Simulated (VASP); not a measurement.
# GaSb (F-43m) in VASP: single point with r2SCAN

Aim: the single point of GaSb with r2SCAN.

Everything below comes from runs of VASP 6.6.1. Logs are shortened: lines on timing, memory, paths and dates and some standing lists are left out, and cuts for length are marked.

**Experimental background.**

From a printed reference work, data compilation, for a bulk crystal of GaSb at 4.2 K: band gap 0.811 eV (direct).

The results are compared with them further down.

### Step 1. The cell of the first run

Symmetry: F-43m, No. 216, cubic system. The conventional cell has a = 6.118 Å, b = 6.118 Å, c = 6.118 Å, α = 90.00°, β = 90.00°, γ = 90.00°. Within 3.5 Å of Ga (site symmetry -43m) lie 4 Sb at 2.65 Å. Sb (site symmetry -43m) has 4 Ga at 2.65 Å within 3.5 Å.

### Step 2. Single point, r2SCAN

The input, POSCAR:

```
GaSb
1.0
    0.0000000000      3.0590000000      3.0590000000
    3.0590000000      0.0000000000      3.0590000000
    3.0590000000      3.0590000000      0.0000000000
Ga Sb
1 1
Direct
    0.0000000000      0.0000000000      0.0000000000
    0.7500000000      0.7500000000      0.7500000000
```

The input, INCAR.step1:

```
PREC = Accurate ; ENCUT = 520
ISMEAR = 0 ; SIGMA = 0.05
LREAL = False ; LASPH = True
NELM = 100 ; NBANDS = 16
GGA = PE ; ALGO = Normal
EDIFF = 1E-4 ; LWAVE = True
LCHARG = False
```

The input, INCAR.step2:

```
PREC = Accurate ; ENCUT = 520
EDIFF = 1E-7 ; ISMEAR = 0
SIGMA = 0.05 ; LREAL = False
LASPH = True ; NELM = 100
ALGO = Normal ; ISIF = 2
LWAVE = False ; LCHARG = True
METAGGA = R2SCAN ; LMIXTAU = True
LELF = True ; LVHAR = True
NBANDS = 16 ; ISTART = 1
```

The input, KPOINTS:

```
regular mesh
0
Gamma
  6 6 6
```

Potentials or basis: VASP PAW PBE potentials, release 64 (Ga_d, Sb).

Command:

```
$ cat potpaw_PBE.64/Ga_d/POTCAR potpaw_PBE.64/Sb/POTCAR > POTCAR
$ cp INCAR.step1 INCAR
$ mpirun -np 1 vasp_std > vasp.out
$ cp INCAR.step2 INCAR
$ mpirun -np 1 vasp_std > vasp.out
```

OUTCAR:

```text
PREC = Accurate
   ENCUT = 520
   EDIFF = 1E-7
   ISMEAR = 0
   LREAL = False
   LASPH = True
   NELM = 100
   ISIF = 2
   METAGGA = R2SCAN
   ISTART = 1

 ion  position               nearest neighbor table
   1  0.000  0.000  0.000-   2 2.65   2 2.65   2 2.65   2 2.65
   2  0.750  0.750  0.750-   1 2.65   1 2.65   1 2.65   1 2.65

  LATTYP: Found a face centered cubic cell.
 ALAT       =     6.1180000000

  Lattice vectors:

 A1 = (   0.0000000000,   3.0590000000,   3.0590000000)
 A2 = (   3.0590000000,   0.0000000000,   3.0590000000)
 A3 = (   3.0590000000,   3.0590000000,   0.0000000000)

Analysis of symmetry for initial positions (statically):
=====================================================================
 Subroutine PRICEL returns:
 Original cell was already a primitive cell.

 Routine SETGRP: Setting up the symmetry group for a
 face centered cubic supercell.

 Subroutine GETGRP returns: Found 24 space group operations
 (whereof 24 operations were pure point group operations)
 out of a pool of 48 trial point group operations.

The static configuration has the point symmetry T_d .

Analysis of symmetry for dynamics (positions and initial velocities):
=====================================================================
 Subroutine PRICEL returns:
 Original cell was already a primitive cell.

 Routine SETGRP: Setting up the symmetry group for a
 face centered cubic supercell.

 Subroutine GETGRP returns: Found 24 space group operations
 (whereof 24 operations were pure point group operations)
 out of a pool of 48 trial point group operations.

The dynamic configuration has the point symmetry T_d .

 Subroutine INISYM returns: Found 24 space group operations
 (whereof 24 operations are pure point group operations),
 and found     1 'primitive' translations

----------------------------------------------------------------------------------------

                                     Primitive cell

  volume of cell :      57.2491

  direct lattice vectors                    reciprocal lattice vectors
     0.000000000  3.059000000  3.059000000    -0.163452109  0.163452109  0.163452109
     3.059000000  0.000000000  3.059000000     0.163452109 -0.163452109  0.163452109
     3.059000000  3.059000000  0.000000000     0.163452109  0.163452109 -0.163452109

  length of vectors
     4.326079287  4.326079287  4.326079287     0.283107357  0.283107357  0.283107357

  position of ions in fractional coordinates (direct lattice)
     0.000000000  0.000000000  0.000000000
     0.750000000  0.750000000  0.750000000

  ion indices of the primitive-cell ions
   primitive index   ion index
                 1           1
                 2           2

----------------------------------------------------------------------------------------

 KPOINTS: regular mesh

Automatic generation of k-mesh.
 Grid dimensions read from file:
 generate k-points for:    6    6    6

 Generating k-lattice:

  Cartesian coordinates                     Fractional coordinates (reciprocal lattice)
    -0.027242018  0.027242018  0.027242018     0.166666667  0.000000000  0.000000000
     0.027242018 -0.027242018  0.027242018     0.000000000  0.166666667  0.000000000
     0.027242018  0.027242018 -0.027242018     0.000000000  0.000000000  0.166666667

  Length of vectors
     0.047184559  0.047184559  0.047184559

  Shift w.r.t. Gamma in fractional coordinates (k-lattice)
     0.000000000  0.000000000  0.000000000

 Subroutine IBZKPT returns following result:
 ===========================================

 Found     16 irreducible k-points:

 Following reciprocal coordinates:
            Coordinates               Weight
  0.000000  0.000000  0.000000      1.000000
  0.166667  0.000000  0.000000      8.000000
  0.333333  0.000000  0.000000      8.000000
  0.500000  0.000000  0.000000      4.000000
  0.166667  0.166667  0.000000      6.000000
  0.333333  0.166667  0.000000     24.000000
[... 8 lines left out ...]
 -0.333333  0.333333  0.166667     24.000000
 -0.333333  0.500000  0.166667     12.000000
   k-points           NKPTS =     16   k-points in BZ     NKDIM =     16   number of bands    NBANDS=     16
   number of dos      NEDOS =    301   number of ions     NIONS =      2
   total plane-waves  NPLWV =  32768
   dimension x,y,z NGX =    32 NGY =   32 NGZ =   32
   dimension x,y,z NGXF=    64 NGYF=   64 NGZF=   64
   ions per type =               1   1
   NGX,Y,Z   is equivalent  to a cutoff of  12.30, 12.30, 12.30 a.u.
   NGXF,Y,Z  is equivalent  to a cutoff of  24.59, 24.59, 24.59 a.u.
 SYSTEM =  unknown system
   PREC   = accura    normal or accurate (medium, high low for compatibility)
   ISTART =      1    job   : 0-new  1-cont  2-samecut
   ICHARG =      0    charge: 1-file 2-atom 10-const
   ISPIN  =      1    spin polarized calculation?
   LNONCOLLINEAR =      F non collinear calculations
   LSORBIT =      F    spin-orbit coupling
   LASPH  =      T    aspherical Exc in radial PAW
   ENCUT  =  520.0 eV  38.22 Ry    6.18 a.u.   8.04  8.04  8.04*2*pi/ulx,y,z
   NELM   =    100;   NELMIN=  2; NELMDL=  0     # of ELM steps
   EDIFF  = 0.1E-06   stopping-criterion for ELM
   LREAL  =      F    real-space projection
   EDIFFG = 0.1E-05   stopping-criterion for IOM
   NSW    =      0    number of steps for IOM
   IBRION =     -1    ionic relax: 0-MD 1-quasi-New 2-CG
   NFREE  =      0    steps in history (QN), initial steepest desc. (CG)
   ISIF   =      2    stress and relaxation
   ISYM   =      2    0-nonsym 1-usesym 2-fastsym
   POTIM  = 0.5000    time-step for ionic-motion
   TEBEG  =    0.0;   TEEND  =   0.0 temperature during run
   PSTRESS=    0.0 pullay stress
   NELECT =      18.0000    total number of electrons
   NUPDOWN=      -1.0000    fix difference up-down
   EMIN   =  10.00;   EMAX   =-10.00  energy-range for DOS
   EFERMI =   0.00;   METHOD = LEGACY
   ISMEAR =     0;   SIGMA  =   0.05  broadening in eV -4-tet -1-fermi 0-gaus
   EFERMI_NEDOS =   21; number of points for ismear=-14 and -15
   IALGO  =     38    algorithm
   IMIX   =      4    mixing-type and parameters
     AMIX     =   0.40;   BMIX     =  1.00
     AMIX_MAG =   1.60;   BMIX_MAG =  1.00
  volume/ion in A,a.u.               =      28.62       193.17
  Fermi-wavevector in a.u.,A,eV,Ry     =   1.113208  2.103657 16.860766  1.239231
  Thomas-Fermi vector in A             =   2.249790
   LORBIT       =      0    0 simple, 1 ext, 2 COOP (PROOUT), +10 PAW based schemes
   METAGGA = R2SCAN    functional components
   LHFCALC =     F    Hartree Fock is set to
   AEXX    =    0.0000 exact exchange contribution
   IVDW    =     0    specifies the selected vdW correction
   LEPSILON=     F    determine dielectric tensor
   LRPA    =     F    only Hartree local field effects (RPA)
 non-spin polarized calculation
 Gauss-broadening in eV      SIGMA  =   0.05
  energy-cutoff  :      520.00
  volume of cell :       57.25
 maximum number of plane-waves:      1572
   NGX = 17   NGY = 17   NGZ = 17

 number of electron      17.9999986 magnetization

 Free energy of the ion-electron system (eV)
  ---------------------------------------------------
  ext. energy  EPLUGINS =         0.00000000
  ---------------------------------------------------
  free energy    TOTEN  =       -37.57838119 eV

  energy without entropy =      -37.57838119  energy(sigma->0) =      -37.57838119

 E-fermi :   4.9203     XC(G=0):  -9.7181

 val. band max:        4.6912946254   @ k =   0.0000   0.0000   0.0000
 cond. band min:       5.1403894183   @ k =   0.0000   0.0000   0.0000
 fundamental gap:      0.4490947929
 Fermi energy:         4.9202596272

 k-point     1 :       0.0000    0.0000    0.0000
  band No.  band energies     occupation
      1     -10.8155      2.00000
      2     -10.8155      2.00000
      3     -10.8155      2.00000
      4     -10.7586      2.00000
      5     -10.7586      2.00000
      6      -7.2400      2.00000
[... 8 lines left out ...]
     15      13.7069      0.00000
     16      13.7069      0.00000

 k-point     2 :       0.1667    0.0000    0.0000
  band No.  band energies     occupation
      1     -10.8232      2.00000
      2     -10.8122      2.00000
      3     -10.8122      2.00000
      4     -10.7589      2.00000
      5     -10.7589      2.00000
      6      -6.9422      2.00000
[... 8 lines left out ...]
     15      12.7325      0.00000
     16      12.7325      0.00000

 k-point     3 :       0.3333    0.0000    0.0000
  band No.  band energies     occupation
      1     -10.8381      2.00000
      2     -10.8062      2.00000
      3     -10.8062      2.00000
      4     -10.7588      2.00000
      5     -10.7588      2.00000
      6      -6.1469      2.00000
[... 8 lines left out ...]
     15      13.2697      0.00000
     16      13.2697      0.00000

 k-point     4 :       0.5000    0.0000    0.0000
  band No.  band energies     occupation
      1     -10.8453      2.00000
      2     -10.8037      2.00000
      3     -10.8036      2.00000
      4     -10.7584      2.00000
      5     -10.7584      2.00000
      6      -5.5179      2.00000
[... 8 lines left out ...]
     15      15.1895      0.00000
     16      15.1895      0.00000
[... 172 lines left out ...]
 k-point    14 :       0.5000    0.3333    0.1667
  band No.  band energies     occupation
      1     -10.8505      2.00000
      2     -10.7995      2.00000
      3     -10.7965      2.00000
      4     -10.7644      2.00000
      5     -10.7570      2.00000
      6      -5.4635      2.00000
[... 8 lines left out ...]
     15      14.2685      0.00000
     16      16.3390      0.00000

 k-point    15 :      -0.3333    0.3333    0.1667
  band No.  band energies     occupation
      1     -10.8540      2.00000
      2     -10.7985      2.00000
      3     -10.7937      2.00000
      4     -10.7636      2.00000
      5     -10.7582      2.00000
      6      -4.8969      2.00000
[... 8 lines left out ...]
     15      15.7641      0.00000
     16      15.9813      0.00000

 k-point    16 :      -0.3333    0.5000    0.1667
  band No.  band energies     occupation
      1     -10.8589      2.00000
      2     -10.7947      2.00000
      3     -10.7900      2.00000
      4     -10.7671      2.00000
      5     -10.7566      2.00000
      6      -4.5923      2.00000
[... 8 lines left out ...]
     15      15.2747      0.00000
     16      16.6843      0.00000

------------------------ aborting loop because EDIFF is reached ----------------------------------------

  FORCE on cell =-STRESS in cart. coord.  units (eV):
  Direction    XX          YY          ZZ          XY          YZ          ZX
  --------------------------------------------------------------------------------------
  -------------------------------------------------------------------------------------
  Total        0.1651797      0.1651797      0.1651797      0.0000000      0.0000000      0.0000000
  in kB        4.6227337      4.6227337      4.6227337      0.0000000      0.0000000      0.0000000
  external PRESSURE =       4.6227337 kB  Pullay stress =       0.0000000 kB

 VOLUME and BASIS-vectors are now :
 -----------------------------------------------------------------------------
  energy-cutoff  :      520.00
  volume of cell :       57.25
      direct lattice vectors                 reciprocal lattice vectors
     0.000000000  3.059000000  3.059000000    -0.163452109  0.163452109  0.163452109
     3.059000000  0.000000000  3.059000000     0.163452109 -0.163452109  0.163452109
     3.059000000  3.059000000  0.000000000     0.163452109  0.163452109 -0.163452109

 POSITION                                       TOTAL-FORCE (eV/Angst)
 -----------------------------------------------------------------------------------
      0.00000      0.00000      0.00000         0.000000      0.000000      0.000000
      4.58850      4.58850      4.58850        -0.000000     -0.000000     -0.000000
 -----------------------------------------------------------------------------------
    total drift:                                0.000002      0.000002      0.000002

  FREE ENERGIE OF THE ION-ELECTRON SYSTEM (eV)
  ---------------------------------------------------
  free  energy   TOTEN  =       -37.5783811930 eV

  energy  without entropy=      -37.5783811930  energy(sigma->0) =      -37.57838119
```

Run time: 35 s. Hardware: 1 thread of Intel Xeon Platinum 8488C (Sapphire Rapids), shared host; peak memory 0.19 GiB.

Results:

```yaml
Free_energy: -37.5784 eV
Pressure: 0.5 GPa
Band_gap_on_the_k_mesh: 0.45 eV, direct
```

Levels at points of the mesh, in eV from the valence-band top:
```tsv
k point	band 5	band 6	band 7	band 8	band 9	band 10	band 11	band 12	band 13	band 14
(0.00, 0.00, 0.00)	-15.45	-11.93	0.00	0.00	0.00	0.45	2.98	2.98	2.98	6.35
(0.50, 0.00, 0.00)	-15.45	-10.21	-6.58	-1.21	-1.21	0.68	4.01	4.01	6.92	9.98
(0.50, 0.50, 0.00)	-15.45	-9.32	-7.05	-2.70	-2.70	1.12	1.48	9.26	9.26	10.79
```

Caveat: the PAW data sets were made with another functional, which shifts forces and pressure a little; spin-orbit coupling is left out, which moves the levels of the heavy elements.

### Step 3. Against experiment

Step 2. A measured gap of GaSb is 0.811 eV (direct; 4.2 K; a printed reference work, data compilation); the calculated 0.45 eV misses it by -0.36 eV. Spin-orbit coupling on Ga, Sb is left out. The value is that of r2SCAN on a finite k mesh, which can miss the band edges, without temperature or zero-point motion.
